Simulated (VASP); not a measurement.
# HC4 in VASP: settings compared, part 2 of 2

VASP 6.6.1.

### Step 4. Phonons, LDA

Input file POSCAR:

```
HC4
1.0
    2.5222498885      0.0000000000      0.0000000000
    1.2611249442      2.1843324781      0.0000000000
    0.0000000000      0.0000000000     19.9150773331
C H
8 2
Direct
    0.0000000000      0.0000000000      0.3319595445
    0.3333333333      0.3333333333      0.3578119223
    0.3333333333      0.3333333333      0.4353690556
    0.6666666667      0.6666666667      0.4612214333
    0.6666666667      0.6666666667      0.5387785667
    0.0000000000      0.0000000000      0.5646309444
    0.0000000000      0.0000000000      0.6421880777
    0.3333333333      0.3333333333      0.6680404555
    0.3333333333      0.3333333333      0.7238273340
    0.0000000000      0.0000000000      0.2761726660
```

Input file INCAR.step1:

```
SYSTEM = HC4
  PREC = Accurate
  ENCUT = 600
  EDIFF = 1E-8
  ISMEAR = 0
  SIGMA = 0.05
  LREAL = .FALSE.
  LASPH = .TRUE.
  NELM = 60
  ALGO = Normal
  ISIF = 2
  LWAVE = .FALSE.
  LCHARG = .FALSE.
  IBRION = 2
  NSW = 40
  EDIFFG = -0.002
```

Input file INCAR.step2:

```
SYSTEM = HC4
  PREC = Accurate
  ENCUT = 600
  EDIFF = 1E-8
  ISMEAR = 0
  SIGMA = 0.05
  LREAL = .FALSE.
  LASPH = .TRUE.
  NELM = 60
  ALGO = Normal
  ISIF = 2
  LWAVE = .FALSE.
  LCHARG = .FALSE.
  IBRION = 8
  NSW = 1
```

Input file KPOINTS:

```
Automatic mesh
0
G
  8 8 1
  0 0 0
```

Potentials or basis: VASP PAW LDA potentials, release 64 (C, H).

Run with:

```console
cat potpaw_LDA.64/C/POTCAR potpaw_LDA.64/H/POTCAR > POTCAR
cp INCAR.step1 INCAR
mpirun -np 1 vasp_std > vasp.out
cp CONTCAR POSCAR
cp INCAR.step2 INCAR
mpirun -np 1 vasp_std > vasp.out
```

OUTCAR:

```text
SYSTEM = HC4
   PREC = Accurate
   ENCUT = 600
   EDIFF = 1E-8
   ISMEAR = 0
   LREAL = .FALSE.
   LASPH = .TRUE.
   NELM = 60
   ISIF = 2
   IBRION = 8
   NSW = 1

 ion  position               nearest neighbor table
   1  0.000  0.000  0.335-  10 1.12   2 1.53   2 1.53   2 1.53
[... 574 lines left out ...]
  9X    -0.000127    0.000000   -0.000000    0.006916   -0.000000    0.000000    0.000753   -0.000000    0.000000    0.059217   -0.000000    0.000000    0.001749   -0.000000   -0.000000    0.654329   -0.000000    0.000000    0.673492   -0.000000    0.000000    3.211945   -0.000000    0.000000   -4.609310    0.000000   -0.000000    0.001035   -0.000000   -0.000000
  9Y     0.000000   -0.000127    0.000000   -0.000000    0.006916    0.000000   -0.000000    0.000753   -0.000000   -0.000000    0.059217    0.000000   -0.000000    0.001749    0.000000   -0.000000    0.654329    0.000000   -0.000000    0.673492    0.000000   -0.000000    3.211945    0.000000    0.000000   -4.609310    0.000000   -0.000000    0.001035   -0.000000
  9Z    -0.000000   -0.000000   -0.047716   -0.000000   -0.000000    0.024008    0.000000    0.000000   -0.011673    0.000000   -0.000000   -0.016818   -0.000000    0.000000    0.076818   -0.000000    0.000000   -0.444459   -0.000000    0.000000    3.680739    0.000000    0.000000   24.898601   -0.000000    0.000000  -28.196152   -0.000000   -0.000000    0.036653
 10X     3.211945   -0.000000    0.000000    0.673492   -0.000000    0.000000    0.654329   -0.000000    0.000000    0.001749   -0.000000   -0.000000    0.059217   -0.000000    0.000000    0.000753   -0.000000    0.000000    0.006916   -0.000000    0.000000   -0.000127    0.000000   -0.000000    0.001035   -0.000000   -0.000000   -4.609310    0.000000   -0.000000
 10Y    -0.000000    3.211945    0.000000   -0.000000    0.673492    0.000000   -0.000000    0.654329    0.000000   -0.000000    0.001749    0.000000   -0.000000    0.059217    0.000000   -0.000000    0.000753   -0.000000   -0.000000    0.006916    0.000000    0.000000   -0.000127    0.000000   -0.000000    0.001035   -0.000000    0.000000   -4.609310    0.000000
 10Z     0.000000    0.000000   24.898601   -0.000000    0.000000    3.680739   -0.000000    0.000000   -0.444459   -0.000000    0.000000    0.076818    0.000000   -0.000000   -0.016818    0.000000    0.000000   -0.011673   -0.000000   -0.000000    0.024008   -0.000000   -0.000000   -0.047716   -0.000000   -0.000000    0.036653   -0.000000    0.000000  -28.196152

 Eigenvectors and eigenvalues of the dynamical matrix
   1 f  =   86.011068 THz   540.423480 2PiTHz 2869.020414 cm-1   355.713036 meV
   2 f  =   85.893812 THz   539.686737 2PiTHz 2865.109167 cm-1   355.228103 meV
   3 f  =   39.301657 THz   246.939591 2PiTHz 1310.962153 cm-1   162.538518 meV
   4 f  =   38.991170 THz   244.988746 2PiTHz 1300.605430 cm-1   161.254449 meV
   5 f  =   38.991170 THz   244.988746 2PiTHz 1300.605430 cm-1   161.254449 meV
   6 f  =   38.848048 THz   244.089486 2PiTHz 1295.831406 cm-1   160.662546 meV
[... 19 lines left out ...]
  26 f  =    6.815288 THz    42.821718 2PiTHz  227.333541 cm-1    28.185754 meV
  27 f  =    6.815288 THz    42.821718 2PiTHz  227.333541 cm-1    28.185754 meV
  28 f/i=    0.001675 THz     0.010523 2PiTHz    0.055864 cm-1     0.006926 meV
  29 f/i=    0.006591 THz     0.041410 2PiTHz    0.219836 cm-1     0.027256 meV
  30 f/i=    0.006591 THz     0.041410 2PiTHz    0.219836 cm-1     0.027256 meV

 ELASTIC MODULI CONTR FROM IONIC RELAXATION (kBar)
 Direction    XX          YY          ZZ          XY          YZ          ZX
 --------------------------------------------------------------------------------
 XX         -58.1310     10.5102   -264.5687      0.0000   -210.4837      0.0000
 YY          10.5102    -58.1310   -264.5687      0.0000    210.4837     -0.0000
 ZZ        -264.5687   -264.5687  -4969.6662      0.0000      0.0000     -0.0000
 XY           0.0000      0.0000      0.0000    -34.3206     -0.0000   -210.0009
 YZ        -210.4837    210.4837      0.0000     -0.0000  -1858.6854      0.0000
 ZX           0.0000     -0.0000     -0.0000   -210.0009      0.0000  -1866.1383
 --------------------------------------------------------------------------------
```

OSZICAR.step1:

```text
N       E                     dE             d eps       ncg     rms          rms(c)
DAV:   1     0.209271004102E+03    0.20927E+03   -0.17693E+04   460   0.146E+03
DAV:   2    -0.733695025601E+02   -0.28264E+03   -0.26879E+03   642   0.296E+02
DAV:   3    -0.925707355281E+02   -0.19201E+02   -0.19074E+02   572   0.822E+01
DAV:   4    -0.930134329751E+02   -0.44270E+00   -0.44175E+00   640   0.147E+01
[... 211 lines left out ...]
  16 F= -.88401256E+02 E0= -.88401256E+02  d E =-.820248E-06
       N       E                     dE             d eps       ncg     rms          rms(c)
DAV:   1    -0.884012559351E+02   -0.37852E-06   -0.97615E-06   474   0.225E-02    0.799E-04
DAV:   2    -0.884012559357E+02   -0.56434E-09   -0.12273E-07   575   0.230E-03    0.511E-04
DAV:   3    -0.884012559327E+02    0.29686E-08   -0.74721E-09   356   0.674E-04
  17 F= -.88401256E+02 E0= -.88401256E+02  d E =-.381015E-06
```

It took 14 min on 1 thread of AMD EPYC 9R14 (Zen 4), shared host; peak memory 0.39 GiB.

Results:

```
Highest phonon frequency at Γ, LO-TO splitting left out : 2869 cm⁻¹
```

The path:
```csv
step,energy change (eV),largest force (eV/Å),pressure (GPa),volume (Å³)
1,0.0000,1.2985,-5.46,109.72
2,0.1766,2.8976,-5.22,109.72
3,-0.0318,0.3654,-5.47,109.72
4,-0.0400,0.1923,-4.95,109.72
5,-0.0411,0.2538,-4.67,109.72
6,-0.0471,0.2228,-4.31,109.72
7,-0.0494,0.4203,-3.89,109.72
8,-0.0527,0.2521,-3.68,109.72
9,-0.0542,0.1187,-3.40,109.72
10,-0.0546,0.0203,-3.36,109.72
11,-0.0546,0.0067,-3.35,109.72
12,-0.0546,0.0076,-3.36,109.72
13,-0.0546,0.0038,-3.36,109.72
14,-0.0546,0.0043,-3.36,109.72
15,-0.0546,0.0020,-3.36,109.72
16,-0.0546,0.0026,-3.36,109.72
17,-0.0546,0.0019,-3.36,109.72
```

Phonon frequencies in cm⁻¹ (negative: imaginary):
```tsv
q point	frequencies
(0.000, 0.000, 0.000)	0 0 0 227 227 366 406 406 512 512 691 947 1116 1116 1116 1116 1214 1214 1221 1247 1247 1249 1289 1289 1296 1301 1301 1311 2865 2869
```

### Step 5. Phonons, PBEsol

POSCAR is that of step 4.

Input file INCAR.step1:

```
  ALGO = Normal
  EDIFF = 1E-8
  EDIFFG = -0.002
  ENCUT = 600
  GGA = PS
  IBRION = 2
  ISIF = 2
  ISMEAR = 0
  LASPH = True
  LCHARG = False
  LREAL = False
  LWAVE = False
  NELM = 80
  NSW = 40
  PREC = Accurate
  SIGMA = 0.05
```

Input file INCAR.step2:

```
  ALGO = Normal
  EDIFF = 1E-8
  ENCUT = 600
  GGA = PS
  IBRION = 8
  ISIF = 2
  ISMEAR = 0
  LASPH = True
  LCHARG = False
  LREAL = False
  LWAVE = False
  NELM = 80
  NSW = 1
  PREC = Accurate
  SIGMA = 0.05
```

Input file KPOINTS:

```
k-points
0
Gamma
  8 8 1
```

Potentials or basis: VASP PAW PBE potentials, release 64 (C, H).

Run with:

```console
cat potpaw_PBE.64/C/POTCAR potpaw_PBE.64/H/POTCAR > POTCAR
cp INCAR.step1 INCAR
mpirun -np 1 vasp_std > vasp.out
cp CONTCAR POSCAR
cp INCAR.step2 INCAR
mpirun -np 1 vasp_std > vasp.out
```

OUTCAR:

```text
EDIFF = 1E-8
   ENCUT = 600
   GGA = PS
   IBRION = 8
   ISIF = 2
   ISMEAR = 0
   LASPH = True
   LREAL = False
   NELM = 80
   NSW = 1
   PREC = Accurate

 ion  position               nearest neighbor table
   1  0.000  0.000  0.334-  10 1.11   2 1.53   2 1.53   2 1.53
   2  0.333  0.333  0.358-   1 1.53   1 1.53   1 1.53   3 1.55
[... 578 lines left out ...]
 10Z     0.000000    0.000000   25.134790   -0.000000    0.000000    3.689743    0.000000    0.000000   -0.444232    0.000000    0.000000    0.078808   -0.000000   -0.000000   -0.018946   -0.000000    0.000000   -0.008675    0.000000    0.000000    0.026049   -0.000000    0.000000   -0.050155    0.000000    0.000000    0.041067    0.000000    0.000000  -28.448449

 Eigenvectors and eigenvalues of the dynamical matrix
   1 f  =   86.398960 THz   542.860674 2PiTHz 2881.959082 cm-1   357.317226 meV
   2 f  =   86.269638 THz   542.048122 2PiTHz 2877.645374 cm-1   356.782394 meV
   3 f  =   39.208869 THz   246.356589 2PiTHz 1307.867087 cm-1   162.154779 meV
   4 f  =   39.208869 THz   246.356589 2PiTHz 1307.867087 cm-1   162.154779 meV
   5 f  =   39.000890 THz   245.049821 2PiTHz 1300.929667 cm-1   161.294649 meV
   6 f  =   38.874589 THz   244.256250 2PiTHz 1296.716727 cm-1   160.772311 meV
[... 19 lines left out ...]
  26 f  =    6.772108 THz    42.550410 2PiTHz  225.893209 cm-1    28.007176 meV
  27 f  =    6.772108 THz    42.550410 2PiTHz  225.893209 cm-1    28.007176 meV
  28 f/i=    0.003085 THz     0.019385 2PiTHz    0.102913 cm-1     0.012760 meV
  29 f/i=    0.005700 THz     0.035811 2PiTHz    0.190117 cm-1     0.023571 meV
  30 f/i=    0.005700 THz     0.035811 2PiTHz    0.190117 cm-1     0.023571 meV

 ELASTIC MODULI CONTR FROM IONIC RELAXATION (kBar)
 Direction    XX          YY          ZZ          XY          YZ          ZX
 --------------------------------------------------------------------------------
 XX         -65.3168     15.4479   -256.8567      0.0000   -220.3881      0.0000
 YY          15.4479    -65.3168   -256.8567      0.0000    220.3881     -0.0000
 ZZ        -256.8567   -256.8567  -4942.5081      0.0000      0.0000      0.0000
 XY           0.0000      0.0000      0.0000    -40.3824     -0.0000   -219.4622
 YZ        -220.3881    220.3881      0.0000     -0.0000  -1865.9569      0.0000
 ZX           0.0000     -0.0000      0.0000   -219.4622      0.0000  -1869.9274
 --------------------------------------------------------------------------------
```

OUTCAR.step1:

```text
EDIFF = 1E-8
   EDIFFG = -0.002
   ENCUT = 600
   GGA = PS
   IBRION = 2
   ISIF = 2
   ISMEAR = 0
   LASPH = True
   LREAL = False
   NELM = 80
   NSW = 40
   PREC = Accurate

 ion  position               nearest neighbor table
[... 437 lines left out ...]
 fundamental gap:      2.9329272645
 Fermi energy:         2.1996929116

 k-point     1 :       0.0000    0.0000    0.0000
  band No.  band energies     occupation
      1     -18.9180      2.00000
      2     -17.9614      2.00000
      3     -16.4227      2.00000
      4     -14.5177      2.00000
      5     -10.3780      2.00000
      6      -7.9683      2.00000
[... 286 lines left out ...]
  FREE ENERGIE OF THE ION-ELECTRON SYSTEM (eV)
  ---------------------------------------------------
  free  energy   TOTEN  =       -84.1602569198 eV

  energy  without entropy=      -84.1602569198  energy(sigma->0) =      -84.16025692

 reached required accuracy - stopping structural energy minimisation
```

Wall time 41 min (1 thread of AMD EPYC 7R43 (Zen 3), shared host); peak memory 0.41 GiB.

Results:

```yaml
Highest_phonon_frequency_at_Γ_LO-TO_splitting_left_out: 2882 cm⁻¹
```

The path:
```
step  energy change (eV)  largest force (eV/Å)  pressure (GPa)  volume (Å³)
   1              0.0000                1.0308           -2.23       109.72
   2              0.1363                2.5604           -2.09       109.72
   3             -0.0237                0.2881           -2.26       109.72
   4             -0.0272                0.1324           -1.87       109.72
   5             -0.0272                0.1222           -1.89       109.72
   6             -0.0286                0.1248           -1.72       109.72
   7             -0.0288                0.1901           -1.64       109.72
   8             -0.0297                0.1410           -1.54       109.72
   9             -0.0309                0.1437           -1.23       109.72
  10             -0.0313                0.0160           -1.12       109.72
  11             -0.0313                0.0058           -1.13       109.72
  12             -0.0313                0.0042           -1.12       109.72
  13             -0.0313                0.0052           -1.12       109.72
  14             -0.0313                0.0020           -1.11       109.72
  15             -0.0313                0.0024           -1.11       109.72
  16             -0.0313                0.0019           -1.11       109.72
```

Phonon frequencies in cm⁻¹ (negative: imaginary):
| q point | frequencies |
| --- | --- |
| (0.000, 0.000, 0.000) | 0 0 0 226 226 362 403 403 507 507 684 936 1124 1124 1124 1124 1217 1220 1220 1244 1253 1253 1288 1297 1297 1301 1308 1308 2878 2882 |

Caveat: the PAW data sets were made with another functional, which shifts forces and pressure a little.
